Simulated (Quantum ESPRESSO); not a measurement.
Crystal: FeO (Wuestite).

```
Fe O
1.0
     0.00000    2.15540    2.15540
     2.15540    0.00000    2.15540
     2.15540    2.15540    0.00000
Fe O
1 1
Direct
  0.00000 0.00000 0.00000
  0.50000 0.50000 0.50000
```

Base run:

* Program: Quantum ESPRESSO 7.5
* Functional: PBE
* Potentials or basis: GBRV 1.5 PBE
* Cutoff: 762 eV
* Density cutoff: 6095 eV
* k mesh: 11 × 11 × 11
* Occupations: fermi-dirac, width 0.05 eV
* Spin: collinear spin, ferromagnetic start
* Starting moments: [3.0, 0.0] μB

Its results: band gap on the k mesh none (metal or under the smearing width); pressure -0.1 GPa; net moment 4.00 μB per cell; site moments Fe +3.46; O +0.32 μB.

**Question.** The run is repeated on the same cell with these changes: potentials or basis from GBRV 1.5 PBE to PseudoDojo 0.4 SR PBE stringent; cutoff from 762 eV to 1605 eV; density cutoff from 6095 eV to 6422 eV. What comes out?

**Answer.** Band gap on the k mesh none (metal or under the smearing width); pressure -0.9 GPa; net moment 4.00 μB per cell; site moments Fe +3.46; O +0.32 μB.

Caveats: a cell with one magnetic atom can't hold antiferromagnetic order, which such compounds often take; semilocal functionals often make such compounds metallic where correlation or magnetic order opens a gap, which also shifts bond lengths.
